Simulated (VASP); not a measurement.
**CdTe: single point with PBE0**

**Experimental background.**

A printed reference work, data compilation reports, for a bulk crystal of CdTe at 0 K: band gap 1.607 eV.

CdTe:

```xyz
2
Lattice="0.0000 3.3087 3.3087 3.3087 0.0000 3.3087 3.3087 3.3087 0.0000" Properties=species:S:1:pos:R:3 pbc="T T T"
Cd    0.0000    0.0000    0.0000
Te    1.6543    1.6543    1.6543
```

- Program: VASP 6.6.1
- Task: single point
- Functional: PBE0
- Potentials or basis: VASP PAW PBE potentials, release 64 (Cd, Te)
- Cutoff: 520 eV
- k mesh: 4 × 4 × 4
- Occupations: gaussian, width 0.01 eV
- Spin: no spin polarisation

```yaml
Pressure: -1.0 GPa
Band_gap_on_the_k_mesh: 2.03 eV
```

Levels at points of the mesh, in eV from the valence-band top:
```tsv
k point	band 7	band 8	band 9	band 10	band 11	band 12
(0.00, 0.00, 0.00)	0.00	0.00	0.00	2.03	6.21	6.21
(0.50, 0.00, 0.00)	-4.44	-0.75	-0.75	3.24	6.78	6.78
(0.50, 0.50, 0.00)	-4.35	-1.81	-1.81	4.08	4.17	10.34
```

Wall time 8.8 min on 1 thread of Intel(R) Xeon(R) Platinum 8488C (Sapphire Rapids), on a shared host, peak memory 0.22 GiB.

A measured gap of CdTe is 1.607 eV (0 K; a printed reference work, data compilation); the calculated 2.03 eV misses it by +0.43 eV. Spin-orbit coupling on Cd, Te is left out. The value is that of PBE0, without temperature or zero-point motion.

Caveat: the PAW data sets were made with another functional, which shifts forces and pressure a little; spin-orbit coupling is left out, which moves the levels of the heavy elements.
